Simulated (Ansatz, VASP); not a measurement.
**PtS2 (PtS2 monolayer (from P-3m1)): VASP beside Ansatz**

Aim: how closely do two programs agree when they are given the same cell, functional and k mesh? Of the first pair: The cell is taken from a series of runs on this material, whose earlier steps may have relaxed, scaled, displaced or heated it; both programs get it as it stands.

Calculated with Ansatz 0.2.0; plane waves, with VASP 6.6.1 beside it; single point at PBEsol and single point at LDA.

### Step 1. The starting structure

The cell holds 3 atoms: 1 Pt and 2 S. Its edges and angles: a = 3.513 Å, b = 3.513 Å, c = 32.000 Å, α = 90.0°, β = 90.0°, γ = 120.0°. Vacuum lies along c.

### Step 2. Ansatz: single point, PBEsol, pair 1

Ansatz runs on its default PAW (the set named soft_2) files.

A single point gives forces, pressure and levels at one fixed geometry, so differences don't come from the geometry; what else differs is listed under the comparison.

input.yaml reads:

```yaml
crystal:
  lattice:
    - [3.5133750718, 0.0, 0.0]
    - [-1.7566875359, 3.0426720652, 0.0]
    - [0.0, 0.0, 32.0]
  atoms:
    - { symbol: Pt, position: [0.3333333333, 0.6666666667, 0.5] }
    - { symbol: S, position: [1.0, 0.0, 0.5378810196] }
    - { symbol: S, position: [0.6666666667, 0.3333333333, 0.4621189804] }
  periodic: [true, true, false]
basis:
  ecutwfc: 420
  xc_grid: 2
hamiltonian:
  xc: pbesol
kpoints:
  mp_grid: { grid: [4, 4, 1] }
  band_path: { path: [VBM, CBM], npoints: 1 }
scf:
  occupations: { method: fixed }
  max_iter: 60
output:
  forces: true
  eigenvalues: true
  write_potential: true
  volumetric_format: npy
```

On the command line:

```
> ansatz run input.yaml --threads 4 --pin off --max-ram 10362MiB --backend cpu --events-out ev --progress --plain --runs-dir out
```

Numbers of over 12 decimals in the logs are rounded to 6 here.

The program printed:

```text
Engine: ansatz 0.2.0, aarch64-unknown-linux-gnu
Pseudopotentials: kind: paw
Pseudopotential: Pt, paw, valence charge 18, recommended cutoff 420 eV (normal), Pt.paw.azcp
Pseudopotential: S, paw, valence charge 6, recommended cutoff 420 eV (normal), S.paw.azcp
Functional definition: PBEsol
  exchange = pbesol_x
  correlation = pbesol_c
Crystal: 3 atoms, lattice volume = 342.082 Å³
Basis set: ecut = 420 eV, 6665 PW (Γ), exchange–correlation on 48×48×432 points (8 copies of the dense FFT grid, shifted against one another)
Bands: 19, of which v1, the nominal top of the filled ones, is band 15 counted from 1 (14 counted from 0)
Symmetry: 12 space group operations
Space group: P-3m1 (ITA 164), of the structure as read, at distance tolerance 7.0e-5 Å
k-points: 4 of 16
Non-local potential: Pt, projectors of the file, l = 0: 3, l = 1: 2, l = 2: 2, l = 3: 1
Non-local potential: S, projectors of the file, l = 0: 2, l = 1: 2, l = 2: 2
PAW form: soft (Blöchl's): semilocal exchange-correlation on the pseudo side does not see the compensation charge
PAW frozen core: Pt, regenerated for the run's functional, and the local potential with it (the file was generated under x = pbe(κ = 0.804, μ = 0.219515), c = pbe(β = 0.066725))
PAW frozen core: S, regenerated for the run's functional, and the local potential with it (the file was generated under x = pbe(κ = 0.804, μ = 0.219515), c = pbe(β = 0.066725))
PAW one-centre angular grid: Pt, 590 points (default); XC on 64 Gauss nodes
PAW one-centre angular grid: S, 110 points (default); XC on 64 Gauss nodes
Initial density: superposition of atomic densities (neutral atoms: chi_scale 0, normalization atom), corrected by the library's trained network
Initial wavefunctions: pseudopotential atomic-orbital guess
Functional: x = pbesol(κ = 0.804, μ = 0.123457), c = pbesol(β = 0.046)
SCF iter   1: F=—  HF=-14154.766561 eV  |F-HF|=—  |Δ(HF+E_count)|=         —  Δρ=1.60e-3  dr2=1.48e-2  ethr=1.77e-3  ⟨swp⟩=8.0  Hψ=522  notcnv=0  defer=7
preconditioner: auto → Resta (q_TF=auto, 1.819 Å⁻¹)  ε∞=2.0  [insulator: Δε(μ)=1.966 eV  Ē_g=9.531 eV  n_scr=18 (ndim 8)  ℏωp=9.4 eV  f_vac=0.803  ε∞_Penn≈2.0  vacuum switching on, ρ_ref=6.6e-3 e/Å³]
SCF iter   2: F=—  HF=-14154.766525 eV  |F-HF|=—  |Δ(HF+E_count)|=   3.59e-5  Δρ=1.11e-3  dr2=4.35e-3  ethr=4.92e-5  ⟨swp⟩=3.5  Hψ=211  notcnv=0  defer=8
SCF iter   3: F=—  HF=-14154.766194 eV  |F-HF|=—  |Δ(HF+E_count)|=   3.31e-4  Δρ=5.20e-4  dr2=1.36e-3  ethr=1.45e-5  ⟨swp⟩=3.5  Hψ=166  notcnv=0  defer=8
SCF iter   4: F=—  HF=-14154.766154 eV  |F-HF|=—  |Δ(HF+E_count)|=   3.99e-5  Δρ=1.88e-4  dr2=1.45e-4  ethr=4.53e-6  ⟨swp⟩=2.5  Hψ=127  notcnv=0  defer=8
SCF iter   5: F=—  HF=-14154.766196 eV  |F-HF|=—  |Δ(HF+E_count)|=   4.18e-5  Δρ=3.44e-5  dr2=4.49e-6  ethr=4.82e-7  ⟨swp⟩=3.0  Hψ=145  notcnv=0  defer=8
SCF iter   6: F=—  HF=-14154.766302 eV  |F-HF|=—  |Δ(HF+E_count)|=   1.06e-4  Δρ=6.89e-6  dr2=2.02e-7  ethr=1.50e-8  ⟨swp⟩=3.8  Hψ=168  notcnv=0  defer=8
SCF iter   7: F=-14154.766302 eV  HF=-14154.766302 eV  |F-HF|=7.31e-9  |Δ(HF+E_count)|=   1.79e-7  Δρ=1.43e-6  dr2=1.19e-8  ethr=3.33e-10  ⟨swp⟩=27.0  Hψ=1085  notcnv=0
SCF 1 converged in 7 iterations: F = -14154.766302 eV  dr2 = 1.19e-8
  greatest PAW one-centre occupation: 1.000 electrons in one spin orbital (limit 2), on the Pt atom at site 0 (counted from 0), in its partial waves of l = 0
NSCF: frozen V_eff on 7 k-points
NSCF: frozen V_eff on 7 k-points
[...]
SCF converged after 7 iterations
Free energy (F): -14154.766302 eV
Harris-Foulkes:  -14154.766302 eV  (|F-HF|=7.31e-9)
Internal energy: -14154.766302 eV  (E = F + TS)
E sigma→0 (E₀):  -14154.766302 eV
Fermi energy:    -6.470573 eV
--- Per-component energies (eV) ---
  E_band       = -811.649888
  E_kinetic    = 851.988766
  E_local      = -55321.685235  (includes V_loc(G=0)·N_el)
  E_nonlocal   = 258.522860
  E_hartree    = 27088.791949
  E_xc         = -452.910704
  E_vxc        = -477.538242  (∫ρ·V_xc dr)
  E_paw        = -10484.108362  (= ΣΔE_a)
  E_vpaw       = -300.505969  (= ΣTr[D̂ρ^β])
  E_aug_tail   = 0.000180  (compensation charges beyond the density's cutoff)
  E_ewald      = 23904.223364
  E_core_change = 0.410880  (= ΣΔE_core)
  E_smearing   = -0.000000  (= −TS)
  E_closure    = 0.000000  (closes the sum)
  Σ components = -14154.766302   (vs F -14154.766302, Δ=0.00e0)
--- Forces (eV/Å), atoms counted from 1 ---
  atom   1  Pt     0.00000000     0.00000000     0.00000000
  atom   2  S      0.00000000     0.00000000     0.28536693
  atom   3  S      0.00000000    -0.00000000    -0.28536693
  max |Σ_I F_I| component: 0.00e0 eV/Å
--- Band table (eV) ---
  k-point 0: bands = [... 11 lower, -7.1128, -7.0667, -6.5787, -6.5787, -2.9074, -2.9074, -0.7804, -0.6506]
  k-point 1: bands = [... 11 lower, -8.4363, -6.7451, -6.7274, -6.4706, -4.4916, -3.3969, -0.1163, 0.5496]
  k-point 2: bands = [... 11 lower, -8.5758, -8.4455, -8.0776, -7.7831, -3.3212, -3.1510, -0.7463, 0.3085]
  k-point 3: bands = [... 11 lower, -8.5685, -8.2694, -7.6095, -6.5495, -4.3781, -3.6104, 0.6071, 1.3577]
```

### Step 3. VASP: single point, PBEsol, pair 1

The same cell, functional and mesh now go to VASP, with its own data sets.

Lines of VASP's logs that name or quote its potential files are left out, and so is its time.

INCAR reads:

```
SYSTEM = PtS2
PREC = Accurate
ENCUT = 400
EDIFF = 1E-06
NELM = 120
ISMEAR = 0
SIGMA = 0.01
LREAL = .FALSE.
ALGO = Normal
GGA = PS
NBANDS = 17
LASPH = .TRUE.
LORBIT = 11
LWAVE = .FALSE.
LCHARG = .FALSE.
ISIF = 2
LDIPOL = .TRUE.
IDIPOL = 3
DIPOL = 0.5 0.5 0.5
LVHAR = .TRUE.
GGA_COMPAT = .FALSE.
EFERMI = MIDGAP
NELMDL = -8
KPAR = 4
```

POSCAR reads:

```
PtS2
1.0
    3.5133750718      0.0000000000      0.0000000000
   -1.7566875359      3.0426720652      0.0000000000
    0.0000000000      0.0000000000     32.0000000000
Pt S
1 2
Direct
    0.3333333333      0.6666666667      0.5000000000
    1.0000000000      0.0000000000      0.5378810196
    0.6666666666      0.3333333334      0.4621189804
```

KPOINTS reads:

```
Automatic mesh
0
Gamma
4 4 1
0 0 0
```

The projector-augmented-wave data sets are Pt and S (PBE family, release 64).

On the command line:

```
> mpirun -np 8 vasp_std
```

The program printed:

```text
[banner, memory and clock lines left out]
running    8 mpi-ranks, on    1 nodes
 distrk:  each k-point on    2 cores,    4 groups
 distr:  one band on    1 cores,    2 groups

 POSCAR found type information on POSCAR PtS
 POSCAR found :  2 types and       3 ions
|                                                                             |
|           W    W    AA    RRRRR   N    N  II  N    N   GGGG   !!!           |
|           W    W   A  A   R    R  NN   N  II  NN   N  G    G  !!!           |
|           W    W  A    A  R    R  N N  N  II  N N  N  G       !!!           |
|           W WW W  AAAAAA  RRRRR   N  N N  II  N  N N  G  GGG   !            |
|           WW  WW  A    A  R   R   N   NN  II  N   NN  G    G                |
|           W    W  A    A  R    R  N    N  II  N    N   GGGG   !!!           |
|                                                                             |
|     For optimal performance we recommend to set                             |
|       NCORE = 2 up to number-of-cores-per-socket                            |
|     NCORE specifies how many cores store one orbital (NPAR=cpu/NCORE).      |
|     This setting can greatly improve the performance of VASP for DFT.       |
|     The default, NCORE=1 might be grossly inefficient on modern             |
|     multi-core architectures or massively parallel machines. Do your        |
|     Unfortunately you need to use the default for GW and RPA                |
|     calculations (for HF NCORE is supported but not extensively tested      |
|     yet).                                                                   |
|                                                                             |

|                                                                             |
|               ----> ADVICE to this user running VASP <----                  |
|                                                                             |
|     You enforced a specific xc type in the INCAR file but a different       |
|     [... a line on the potential file left out ...]
|     I HOPE YOU KNOW WHAT YOU ARE DOING!                                     |
|                                                                             |

 LDA part: xc-table for (Slater+PW92), standard interpolation
|                                                                             |
|           W    W    AA    RRRRR   N    N  II  N    N   GGGG   !!!           |
|           W    W   A  A   R    R  NN   N  II  NN   N  G    G  !!!           |
|           W    W  A    A  R    R  N N  N  II  N N  N  G       !!!           |
|           W WW W  AAAAAA  RRRRR   N  N N  II  N  N N  G  GGG   !            |
|           WW  WW  A    A  R   R   N   NN  II  N   NN  G    G                |
|           W    W  A    A  R    R  N    N  II  N    N   GGGG   !!!           |
|                                                                             |
|     The number of bands has been changed from the values supplied in        |
|     The orbitals not found in the WAVECAR file will be initialized with     |
|     random numbers, which is usually adequate. For correlated               |
|     calculations, however, you should redo the groundstate calculation.     |
|     I found NBANDS = 17. Now, NBANDS = 18.                                  |
|                                                                             |

 POSCAR, INCAR and KPOINTS ok, starting setup
 FFT: planning ... GRIDC
 FFT: planning ... GRID_SOFT
 FFT: planning ... GRID
 WAVECAR not read
 entering main loop
       N       E                     dE             d eps       ncg     rms          rms(c)
DAV:   1     0.164257682294E+03    0.16426E+03   -0.58509E+03   144   0.685E+02
DAV:   2     0.774711773463E-01   -0.16418E+03   -0.15053E+03   234   0.148E+02
DAV:   3    -0.178980813775E+02   -0.17976E+02   -0.17545E+02   172   0.643E+01
DAV:   4    -0.182935664402E+02   -0.39549E+00   -0.39507E+00   194   0.110E+01
DAV:   5    -0.182978943285E+02   -0.43279E-02   -0.43272E-02   206   0.120E+00
DAV:   6    -0.182980744687E+02   -0.18014E-03   -0.18014E-03   220   0.220E-01
DAV:   7    -0.182980792277E+02   -0.47590E-05   -0.47591E-05   214   0.290E-02
DAV:   8    -0.182980795083E+02   -0.28056E-06   -0.28054E-06   198   0.642E-03    0.191E+01
DAV:   9    -0.171166494189E+02    0.11814E+01   -0.73808E+00   150   0.227E+01    0.116E+01
DAV:  10    -0.169798269942E+02    0.13682E+00   -0.19972E+00   164   0.127E+01    0.443E+00
DAV:  11    -0.168924992926E+02    0.87328E-01   -0.16553E-01   172   0.386E+00    0.965E-01
DAV:  12    -0.168884998521E+02    0.39994E-02   -0.34889E-02   168   0.142E+00    0.284E-01
DAV:  13    -0.168886652213E+02   -0.16537E-03   -0.17203E-03   180   0.259E-01    0.370E-01
DAV:  14    -0.168889569232E+02   -0.29170E-03   -0.16476E-03   182   0.334E-01    0.364E-01
DAV:  15    -0.168889000440E+02    0.56879E-04   -0.34664E-04   192   0.183E-01    0.295E-01
DAV:  16    -0.168888749934E+02    0.25051E-04   -0.21413E-05   204   0.283E-02    0.265E-01
DAV:  17    -0.168888412137E+02    0.33780E-04   -0.28129E-05   154   0.283E-02    0.192E-01
DAV:  18    -0.168888369982E+02    0.42155E-05   -0.17530E-06   172   0.705E-03    0.175E-01
DAV:  19    -0.168888305099E+02    0.64883E-05   -0.38010E-06   170   0.971E-03    0.146E-01
DAV:  20    -0.168888212385E+02    0.92714E-05   -0.19716E-05   178   0.212E-02    0.694E-02
DAV:  21    -0.168888203870E+02    0.85153E-06   -0.22868E-06   182   0.821E-03
   1 F= -.16888820E+02 E0= -.16888820E+02  d E =0.000000E+00
```

Parts of OUTCAR (step 3):

```text
ion  position               nearest neighbor table
   1  0.333  0.667  0.500-   2 2.36   3 2.36   3 2.36   2 2.36   3 2.36   2 2.36
   2  0.000  0.000  0.538-   1 2.36   1 2.36   1 2.36
   3  0.667  0.333  0.462-   1 2.36   1 2.36   1 2.36

  LATTYP: Found a hexagonal cell.
 ALAT       =     3.5133750718
 C/A-ratio  =     9.1080511890

 Subroutine GETGRP returns: Found 12 space group operations
 (whereof  6 operations were pure point group operations)

The static configuration has the point symmetry C_3v.
 The point group associated with its full space group is D_3d.

 Found      4 irreducible k-points:

   k-points           NKPTS =      4   k-points in BZ     NKDIM =      4   number of bands    NBANDS=     18

   dimension x,y,z NGX =    24 NGY =   24 NGZ =  210
   dimension x,y,z NGXF=    48 NGYF=   48 NGZF=  420

   ENCUT  =  400.0 eV  29.40 Ry    5.42 a.u.   5.73  5.73 52.18*2*pi/ulx,y,z

   NELECT =      22.0000    total number of electrons

 k-points in reciprocal lattice and weights: Automatic mesh
   0.00000000  0.00000000  0.00000000       0.062
   0.25000000  0.00000000  0.00000000       0.375
   0.50000000  0.00000000  0.00000000       0.188
   0.25000000  0.25000000  0.00000000       0.375

 dipolmoment           0.000000      0.000000     -0.000000 electrons x Angstroem

 average (electrostatic) potential at core
       1 -78.4219       2 -95.5172       3 -95.5172

 E-fermi :  -3.5092

 k-point     1 :       0.0000    0.0000    0.0000
  band No.  band energies     occupation
    ...
      7      -7.4371      2.00000
      8      -5.1547      2.00000
      9      -5.0931      2.00000
     10      -4.6052      2.00000
     11      -4.6052      2.00000
     12      -0.9387      0.00000
     13      -0.9387      0.00000
     14       1.1635      0.00000
     15       1.3296      0.00000
     16       1.8157      0.00000
    ...

 k-point     2 :       0.2500    0.0000    0.0000
  band No.  band energies     occupation
    ...
      7      -7.7303      2.00000
      8      -6.4681      2.00000
      9      -4.7819      2.00000
     10      -4.7541      2.00000
     11      -4.5034      2.00000
     12      -2.5150      0.00000
     13      -1.4276      0.00000
     14       1.8728      0.00000
     15       2.4743      0.00000
     16       2.5654      0.00000
    ...

 k-point     3 :       0.5000    0.0000    0.0000
  band No.  band energies     occupation
    ...
      7      -6.6770      2.00000
      8      -6.6015      2.00000
      9      -6.4723      2.00000
     10      -6.1132      2.00000
     11      -5.8258      2.00000
     12      -1.3458      0.00000
     13      -1.1820      0.00000
     14       1.2443      0.00000
     15       2.3248      0.00000
     16       4.1275      0.00000
    ...

  Total        0.9613951      0.9613951      0.5803251      0.0000000     -0.0000000      0.0000000
  in kB        4.5028020      4.5028020      2.7180179      0.0000000     -0.0000000      0.0000000
  external PRESSURE =       3.9078740 kB  Pullay stress =       0.0000000 kB

  energy-cutoff  :      400.00
  volume of cell :      342.08
      direct lattice vectors                 reciprocal lattice vectors
     3.513375072  0.000000000  0.000000000     0.284626600  0.164329244  0.000000000
    -1.756687536  3.042672065  0.000000000     0.000000000  0.328658488  0.000000000
     0.000000000  0.000000000 32.000000000     0.000000000  0.000000000  0.031250000

 POSITION                                       TOTAL-FORCE (eV/Angst)
 -----------------------------------------------------------------------------------
     -0.00000      2.02845     16.00000         0.000000      0.000000      0.000000
      0.00000      0.00000     17.21219         0.000000     -0.000000      0.262924
      1.75669      1.01422     14.78781        -0.000000     -0.000000     -0.262924
 -----------------------------------------------------------------------------------
    total drift:                                0.000000     -0.000000     -0.000000

  FREE ENERGIE OF THE ION-ELECTRON SYSTEM (eV)
  ---------------------------------------------------
  free  energy   TOTEN  =       -16.8888203870 eV

  energy  without entropy=      -16.8888203870  energy(sigma->0) =      -16.88882039

 vacuum level on the upper side and lower side of the slab         1.947         1.947

 total charge
# of ion       s       p       d       tot
------------------------------------------
    1        0.713   0.842   8.001   9.556
    2        1.350   2.282   0.000   3.632
    3        1.350   2.282   0.000   3.632
--------------------------------------------------
tot          3.413   5.405   8.001  16.820

[... 1 further part left out ...]
```

### Step 4. Differences

Known differences besides the potentials themselves: fixed occupations in Ansatz, narrow Gaussian smearing in VASP; Ansatz cuts the interaction across the vacuum, VASP repeats the sheet with a dipole correction; the data sets hold 30 valence electrons in Ansatz (on its default PAW (the set named soft_2) files) and 22 in VASP; the cutoff is 420 eV in Ansatz and 400 eV in VASP; Ansatz makes its cores anew for this functional, VASP keeps those of its PBE data sets. Total energies have different zeros and are not compared.

Compared:

```
              quantity  Ansatz   VASP  difference
gap on the k mesh (eV)   1.979  1.988      -0.009
```

Forces (eV/Å; atoms numbered as in POSCAR):

```
atom        Ansatz x, y, z          VASP x, y, z
 Pt1   0.000, 0.000, 0.000   0.000, 0.000, 0.000
  S2   0.000, 0.000, 0.285   0.000, 0.000, 0.263
  S3  0.000, 0.000, -0.285  0.000, 0.000, -0.263
```

The forces differ by 11 meV/Å r.m.s., which is 8.5 % of the r.m.s. force of 0.124 eV/Å (both taken over all components). A gap on the mesh is an upper bound, since the band edges may lie between its points; neither run holds spin-orbit coupling, which can move the band edges of a compound of Pt. VASP's last cycles still show a density residual of 7e-03, so its state may not be settled. With vacuum in the cell, a pressure given here is an average over mostly empty space and none of the material.

(Part 1 of 3 ends here.)

[Lines on the potential files, build, host, timing and source positions are cut from VASP's logs without a mark.]

[Logs are printed without paths, hosts, clocks, repeated set-up lines and the standing remarks that a program may print on its own settings, such as how far it seeks lower states.]

[Hosts, paths, dates, database ids (printed as entryN), source tags and the programs' standing remarks are cut or masked in the printed files.]
